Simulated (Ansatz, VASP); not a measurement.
# One calculation of W, two programs

```
W
1.0
     0.00000    2.03000    2.03000
     2.03000    0.00000    2.03000
     2.03000    2.03000    0.00000
W
1
Direct
  0.00000 0.00000 0.00000
```

This isn't the form of W at room conditions, which is bcc.

Alike in both runs: task single point; functional r2SCAN; k mesh 20 × 20 × 20; occupations gaussian, width 0.15 eV; no spin polarisation.

```csv
,VASP,Ansatz
version,VASP 6.6.1,Ansatz 0.2.0
potentials or method,"VASP PAW PBE potentials, release 64 (W_sv)","scalar-relativistic, plane waves, PAW"
plane-wave cutoff (eV),520,500
valence electrons in the cell,14,14
```

|  | VASP | Ansatz | Ansatz less VASP |
| --- | --- | --- | --- |
| gap on the k mesh at the Fermi level (eV) | none | none | - |
| pressure (GPa) | -7.9 | -8.8 | -0.98 |

A gap of «none» marks a metal or a gap that the smearing closes.

Caveats: the PAW data sets were made with another functional, which shifts forces and pressure a little (VASP). The runs have no spin-orbit coupling, so splittings on W are missing.
